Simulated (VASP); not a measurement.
# Ge (P6_3/mmc) in VASP: settings compared, part 2 of 2

VASP 6.6.1. The steps go on from the part before.

## 4. Phonons, PBEsol

Input file POSCAR:

```
Ge
1.0
    3.9975858431      0.0000000000      0.0000000000
   -1.9987929216      3.4620108940      0.0000000000
    0.0000000000      0.0000000000      6.5993779500
Ge
4
Direct
    0.3333333333      0.6666666667      0.9370987500
    0.6666666667      0.3333333333      0.4370987500
    0.3333333333      0.6666666667      0.5629012500
    0.6666666667      0.3333333333      0.0629012500
```

Input file INCAR.step1:

```
ALGO = Normal
EDIFF = 1E-8
EDIFFG = -0.002
ENCUT = 600
GGA = PS
IBRION = 2
ISIF = 3
ISMEAR = 0
KPAR = 4
LASPH = True
LCHARG = False
LREAL = False
LWAVE = False
NELM = 60
NSW = 40
PREC = Accurate
SIGMA = 0.02
```

Input file INCAR.step2:

```
ALGO = Normal
EDIFF = 1E-8
ENCUT = 600
GGA = PS
IBRION = 8
ISIF = 2
ISMEAR = 0
KPAR = 4
LASPH = True
LCHARG = False
LEPSILON = True
LREAL = False
LWAVE = False
NELM = 60
NSW = 1
PREC = Accurate
SIGMA = 0.02
```

Input file KPOINTS:

```
k-points
0
Gamma
  8 8 4
```

Potentials or basis: VASP PAW PBE potentials, release 64 (Ge_d).

Launch:

```bash
> cat potpaw_PBE.64/Ge_d/POTCAR > POTCAR
> cp INCAR.step1 INCAR
> mpirun -np 4 vasp_std > vasp.out
> cp CONTCAR POSCAR
> cp INCAR.step2 INCAR
> mpirun -np 4 vasp_std > vasp.out
```

OUTCAR:

```text
EDIFF = 1E-8
   ENCUT = 600
   GGA = PS
   IBRION = 8
   ISIF = 2
   ISMEAR = 0
   LASPH = True
   LEPSILON = True
   LREAL = False
   NELM = 60
   NSW = 1
   PREC = Accurate

 ion  position               nearest neighbor table
   1  0.333  0.667  0.937-   4 2.45   4 2.45   4 2.45   3 2.47
   2  0.667  0.333  0.437-   3 2.45   3 2.45   3 2.45   4 2.47
   3  0.333  0.667  0.563-   2 2.45   2 2.45   2 2.45   1 2.47
   4  0.667  0.333  0.063-   1 2.45   1 2.45   1 2.45   2 2.47

[... 1296 lines left out ...]
     -0.000000  2.308294  6.176998    -0.040571    0.498118    0.015252
      1.999042  1.154147  2.881223    -0.040571    0.498118    0.015252
     -0.000000  2.308294  3.710329    -0.040571    0.498118    0.015252
      1.999042  1.154147  0.414553    -0.040571    0.498118    0.015252

--------------------------------------------------------------------------------------------------------

 MACROSCOPIC STATIC DIELECTRIC TENSOR IONIC CONTRIBUTION
 ------------------------------------------------------
           0.000000    -0.000000     0.000000
          -0.000000     0.000000     0.000000
           0.000000     0.000000     0.000000
 ------------------------------------------------------

 ELASTIC MODULI CONTR FROM IONIC RELAXATION (kBar)
 Direction    XX          YY          ZZ          XY          YZ          ZX
 --------------------------------------------------------------------------------
 XX        -231.8585     78.2817    139.4349      0.0000      0.0000      0.0000
 YY          78.2817   -231.8585    139.4349      0.0000     -0.0000     -0.0000
 ZZ         139.4349    139.4349   -253.1904     -0.0000      0.0000      0.0000
 XY           0.0000      0.0000     -0.0000   -155.0701     -0.0000      0.0000
 YZ           0.0000     -0.0000      0.0000     -0.0000    -83.9369      0.0000
 ZX           0.0000     -0.0000      0.0000      0.0000      0.0000   -104.7994
 --------------------------------------------------------------------------------

 PIEZOELECTRIC TENSOR IONIC CONTR  for field in x, y, z        (C/m^2)
          XX          YY          ZZ          XY          YZ          ZX
  --------------------------------------------------------------------------------
  x     0.00000    -0.00000     0.00000     0.00000    -0.00000    -0.00000
  y    -0.00000     0.00000    -0.00000    -0.00000     0.00000     0.00000
  z     0.00000    -0.00000    -0.00000     0.00000     0.00000    -0.00000
```

OUTCAR.step1:

```text
EDIFF = 1E-8
   EDIFFG = -0.002
   ENCUT = 600
   GGA = PS
   IBRION = 2
   ISIF = 3
   ISMEAR = 0
   LASPH = True
   LREAL = False
[... 1320 lines left out ...]
  -------------------------------------------------------------------------------------
  Total        0.0074450      0.0074450      0.0026918     -0.0000000     -0.0000000      0.0000000
  in kB        0.1307237      0.1307237      0.0472646     -0.0000000     -0.0000000      0.0000000
  external PRESSURE =       0.1029040 kB  Pullay stress =       0.0000000 kB
[... 19 lines left out ...]
  FREE ENERGIE OF THE ION-ELECTRON SYSTEM (eV)
  ---------------------------------------------------
  free  energy   TOTEN  =       -19.6772834608 eV

  energy  without entropy=      -19.6772815899  energy(sigma->0) =      -19.67728253

 reached required accuracy - stopping structural energy minimisation
```

OSZICAR.step1:

```text
N       E                     dE             d eps       ncg     rms          rms(c)
DAV:   1     0.517726441589E+03    0.51773E+03   -0.31179E+04  2236   0.507E+03
DAV:   2     0.692836662901E+02   -0.44844E+03   -0.44167E+03  1980   0.913E+02
[... 65 lines left out ...]
DAV:   1    -0.196772866840E+02   -0.37606E-05   -0.26356E-04  2799   0.135E-01    0.109E-02
DAV:   2    -0.196772843523E+02    0.23317E-05   -0.68273E-06  2379   0.445E-02    0.632E-03
DAV:   3    -0.196772832923E+02    0.10599E-05   -0.30315E-06  2582   0.240E-02    0.110E-03
DAV:   4    -0.196772834137E+02   -0.12131E-06   -0.98711E-07  2040   0.140E-02    0.620E-04
DAV:   5    -0.196772834356E+02   -0.21952E-07   -0.23360E-08  1591   0.170E-03    0.336E-04
DAV:   6    -0.196772834556E+02   -0.20034E-07   -0.72521E-09  1027   0.791E-04    0.701E-05
DAV:   7    -0.196772834608E+02   -0.51423E-08   -0.15472E-09   999   0.405E-04
   7 F= -.19677283E+02 E0= -.19677283E+02  d E =-.600951E-05
```

It took 6.6 min on 4 MPI ranks of Intel Xeon 6975P-C (Granite Rapids), shared host; peak memory 1 GiB.

What came out:

* Relaxed volume: 22.81 Å³/atom
* Relaxed cell: a = 3.998 Å, b = 3.998 Å, c = 6.592 Å, α = 90.00°, β = 90.00°, γ = 120.00°
* Space group after relaxing (to 0.05 Å): P6_3/mmc (No. 194)
* Electronic dielectric tensor (diagonal): 629.24, 629.24, 16.96
* Born charges (mean of the diagonal): Ge +0.00 e
* Highest phonon frequency at Γ: 290 cm⁻¹

Final structure:
```
Ge
1.0
     3.99808    0.00000    0.00000
    -1.99904    3.46244    0.00000
     0.00000    0.00000    6.59155
Ge
4
Direct
  0.33333 0.66667 0.93711
  0.66667 0.33333 0.43711
  0.33333 0.66667 0.56289
  0.66667 0.33333 0.06289
```

Phonon frequencies in cm⁻¹ (negative: imaginary):
```
              q point                              frequencies
(0.000, 0.000, 0.000)  0 0 0 47 47 211 236 277 277 285 285 290
```

Electronic dielectric tensor:
```
629.24   0.00   0.00
  0.00 629.24   0.00
  0.00   0.00  16.96
```

Born effective charge tensors (e):
atom 1, Ge
```
0.00 0.00 0.00
0.00 0.00 0.00
0.00 0.00 0.00
```
atom 2, Ge
```
0.00 0.00 0.00
0.00 0.00 0.00
0.00 0.00 0.00
```
atom 3, Ge
```
0.00 0.00 0.00
0.00 0.00 0.00
0.00 0.00 0.00
```
atom 4, Ge
```
0.00 0.00 0.00
0.00 0.00 0.00
0.00 0.00 0.00
```

Caveat: the PAW data sets were made with another functional, which shifts forces and pressure a little.

## 5. Phonons, LDA

POSCAR is that of step 4.

INCAR.step1, as its differences from that of step 4:

```diff
@@ -4,3 +4,2 @@
 ENCUT = 600
-GGA = PS
 IBRION = 2
```

INCAR.step2, as its differences from that of step 4:

```diff
@@ -3,3 +3,2 @@
 ENCUT = 600
-GGA = PS
 IBRION = 8
```

KPOINTS is that of step 4.

Potentials or basis: VASP PAW LDA potentials, release 64 (Ge_d).

Launch:

```bash
> cat potpaw_LDA.64/Ge_d/POTCAR > POTCAR
> cp INCAR.step1 INCAR
> mpirun -np 4 vasp_std > vasp.out
> cp CONTCAR POSCAR
> cp INCAR.step2 INCAR
> mpirun -np 4 vasp_std > vasp.out
```

OUTCAR:

```text
EDIFF = 1E-8
   ENCUT = 600
   IBRION = 8
   ISIF = 2
   ISMEAR = 0
   LASPH = True
   LEPSILON = True
   LREAL = False
   NELM = 60
   NSW = 1
   PREC = Accurate

 ion  position               nearest neighbor table
   1  0.333  0.667  0.937-   4 2.43   4 2.43   4 2.43   3 2.44
   2  0.667  0.333  0.437-   3 2.43   3 2.43   3 2.43   4 2.44
   3  0.333  0.667  0.563-   2 2.43   2 2.43   2 2.43   1 2.44
   4  0.667  0.333  0.063-   1 2.43   1 2.43   1 2.43   2 2.44

  LATTYP: Found a hexagonal cell.
 ALAT       =     3.9649235043
 C/A-ratio  =     1.6459066009

  Lattice vectors:

 A1 = (   3.9649235043,   0.0000000000,   0.0000000000)
 A2 = (  -1.9824617522,   3.4337244788,   0.0000000000)
 A3 = (   0.0000000000,   0.0000000000,   6.5258937678)

Analysis of symmetry for initial positions (statically):
=====================================================================
 Subroutine PRICEL returns:
 Original cell was already a primitive cell.

 Routine SETGRP: Setting up the symmetry group for a
 hexagonal supercell.
[... 1264 lines left out ...]
             X         Y         Z           dx          dy          dz
     -0.000000  2.289150  6.116573     0.009809   -0.499903    0.000966
      1.982462  1.144575  2.853626     0.009809   -0.499903    0.000966
     -0.000000  2.289150  3.672267     0.009809   -0.499903    0.000966
      1.982462  1.144575  0.409320     0.009809   -0.499903    0.000966

  11 f/i=    0.000000 THz     0.000001 2PiTHz    0.000006 cm-1     0.000001 meV
             X         Y         Z           dx          dy          dz
     -0.000000  2.289150  6.116573    -0.327570   -0.007158   -0.377686
      1.982462  1.144575  2.853626    -0.327570   -0.007158   -0.377686
     -0.000000  2.289150  3.672267    -0.327570   -0.007158   -0.377686
      1.982462  1.144575  0.409320    -0.327570   -0.007158   -0.377686

  12 f/i=    0.000000 THz     0.000001 2PiTHz    0.000006 cm-1     0.000001 meV
             X         Y         Z           dx          dy          dz
     -0.000000  2.289150  6.116573    -0.377627   -0.006777    0.327646
      1.982462  1.144575  2.853626    -0.377627   -0.006777    0.327646
     -0.000000  2.289150  3.672267    -0.377627   -0.006777    0.327646
      1.982462  1.144575  0.409320    -0.377627   -0.006777    0.327646

--------------------------------------------------------------------------------------------------------

 MACROSCOPIC STATIC DIELECTRIC TENSOR IONIC CONTRIBUTION
 ------------------------------------------------------
           0.000000     0.000000     0.000000
           0.000000     0.000000     0.000000
           0.000000     0.000000     0.000000
 ------------------------------------------------------

 ELASTIC MODULI CONTR FROM IONIC RELAXATION (kBar)
 Direction    XX          YY          ZZ          XY          YZ          ZX
 --------------------------------------------------------------------------------
 XX        -250.4886     83.0299    162.8507      0.0000      0.0000     -0.0000
 YY          83.0299   -250.4886    162.8507      0.0000     -0.0000      0.0000
 ZZ         162.8507    162.8507   -316.7390     -0.0000     -0.0000      0.0000
 XY           0.0000      0.0000     -0.0000   -166.7592      0.0000      0.0000
 YZ           0.0000     -0.0000     -0.0000      0.0000    -89.6683      0.0000
 ZX          -0.0000     -0.0000      0.0000      0.0000      0.0000   -111.8803
 --------------------------------------------------------------------------------

 PIEZOELECTRIC TENSOR IONIC CONTR  for field in x, y, z        (C/m^2)
          XX          YY          ZZ          XY          YZ          ZX
  --------------------------------------------------------------------------------
  x    -0.00000    -0.00000     0.00000     0.00000    -0.00000     0.00000
  y     0.00000    -0.00000     0.00000     0.00000    -0.00000    -0.00000
  z    -0.00000    -0.00000     0.00000    -0.00000     0.00000     0.00000
```

OUTCAR.step1:

```text
EDIFF = 1E-8
   EDIFFG = -0.002
   ENCUT = 600
   IBRION = 2
   ISIF = 3
   ISMEAR = 0
   LASPH = True
   LREAL = False
   NELM = 60
[... 1283 lines left out ...]
  -------------------------------------------------------------------------------------
  Total       -0.0016425     -0.0016425     -0.0033738      0.0000000      0.0000000      0.0000000
  in kB       -0.0296202     -0.0296202     -0.0608402      0.0000000      0.0000000      0.0000000
  external PRESSURE =      -0.0400268 kB  Pullay stress =       0.0000000 kB
[... 19 lines left out ...]
  FREE ENERGIE OF THE ION-ELECTRON SYSTEM (eV)
  ---------------------------------------------------
  free  energy   TOTEN  =       -20.7111466042 eV

  energy  without entropy=      -20.7110545920  energy(sigma->0) =      -20.71110060

 reached required accuracy - stopping structural energy minimisation
```

Run time: 5.2 min. Hardware: 4 MPI ranks of Intel Xeon 6975P-C (Granite Rapids), shared host; peak memory 0.97 GiB.

Results:

| Item | Value |
| --- | --- |
| Relaxed volume | 22.21 Å³/atom |
| Relaxed cell | a = 3.965 Å, b = 3.965 Å, c = 6.526 Å, α = 90.00°, β = 90.00°, γ = 120.00° |
| Space group after relaxing (to 0.05 Å) | P6_3/mmc (No. 194) |
| Electronic dielectric tensor (diagonal) | 746.74, 746.74, 232.13 |
| Born charges (mean of the diagonal) | Ge +0.00 e |
| Highest phonon frequency at Γ | 294 cm⁻¹ |

Step by step:
```tsv
step	energy change (eV)	largest force (eV/Å)	pressure (GPa)	volume (Å³)
1	0.0000	0.0037	-1.81	91.33
2	-0.0119	0.0128	0.74	87.97
3	-0.0139	0.0065	-0.02	88.89
4	-0.0139	0.0074	0.02	88.84
5	-0.0139	0.0118	0.00	88.85
6	-0.0139	0.0153	-0.01	88.85
7	-0.0139	0.0146	-0.01	88.85
8	-0.0140	0.0044	0.00	88.84
9	-0.0140	0.0007	-0.01	88.84
10	-0.0140	0.0002	0.00	88.84
11	-0.0140	0.0004	0.00	88.85
```

Final structure:
```
Ge
1.0
     3.96492    0.00000    0.00000
    -1.98246    3.43372    0.00000
     0.00000    0.00000    6.52589
Ge
4
Direct
  0.33333 0.66667 0.93728
  0.66667 0.33333 0.43728
  0.33333 0.66667 0.56272
  0.66667 0.33333 0.06272
```

Phonon frequencies in cm⁻¹ (negative: imaginary):
```csv
q point,frequencies
"(0.000, 0.000, 0.000)",0 0 0 51 51 212 242 284 284 292 292 294
```

Electronic dielectric tensor:
```
746.74   0.00   0.00
  0.00 746.74   0.00
  0.00   0.00 232.13
```

Born effective charge tensors (e):
atom 1, Ge
```
0.00 0.00 0.00
0.00 0.00 0.00
0.00 0.00 0.00
```
atom 2, Ge
```
0.00 0.00 0.00
0.00 0.00 0.00
0.00 0.00 0.00
```
atom 3, Ge
```
0.00 0.00 0.00
0.00 0.00 0.00
0.00 0.00 0.00
```
atom 4, Ge
```
0.00 0.00 0.00
0.00 0.00 0.00
0.00 0.00 0.00
```

## 6. For comparison

An earlier run on the cell as given: functional PBE; potentials or basis VASP PAW PBE potentials, release 64 (Ge_d); cutoff 520 eV; k mesh 8 × 8 × 4; occupations fermi-dirac, width 0.05 eV; no spin polarisation.

- Pressure: 2.9 GPa
- Largest force: 0.014 eV/Å
- Band gap on the k mesh: 0.12 eV, direct
